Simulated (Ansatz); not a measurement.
Si3C4: balancing the decomposition

Level of theory: DFT PBE, scalar-relativistic, plane waves, PAW (Ansatz 0.2.0). All cells share a 420 eV cutoff and Γ-centred k meshes spaced about 0.3 Å⁻¹ or finer (0.25 for metals, 2π included). No spin polarisation.

The zero of energy is the elements' standard structures at the same level; no fitted shifts are applied.

All energies are static (0 K, no zero-point motion). The reference form of C is held partly by dispersion forces, which this level lacks.

A trial structure of Si3C4 (reached from: a cell proposed by chemical analogy; relaxed: space group R3m (No. 160), a = 3.037 Å, c = 51.970 Å) has a formation energy of 0.052 eV/atom. It holds C–C pairs (shortest 1.54 Å). At its composition the lowest mixture among the elements and 2 reference phases computed alike (others may be missing) consists of these:

| phase | source | ΔE_f (eV/atom) |
| --- | --- | --- |
| C (solid) | element | 0.000 |
| SiC (P6_3mc) | Materials Project | -0.204 |

Problem. Write the balanced decomposition and find its energy per atom, per formula unit and per mole of formula units.

Solution. Balancing Si and C gives Si3C4 → C + 3 SiC. The left side holds 7 atoms, and the products take 1/7 (C) and 6/7 (SiC) of them. The mixture therefore lies at 1/7 × (0.000) + 6/7 × (-0.204) = -0.175 eV/atom. The reaction energy is -0.175 − (0.052) = -0.227 eV/atom. Times 7 atoms that is -1.589 eV per Si3C4, and times 96.485 it is -153 kJ per mole of Si3C4. Decomposition is downhill, so the trial structure is unstable against this mixture.
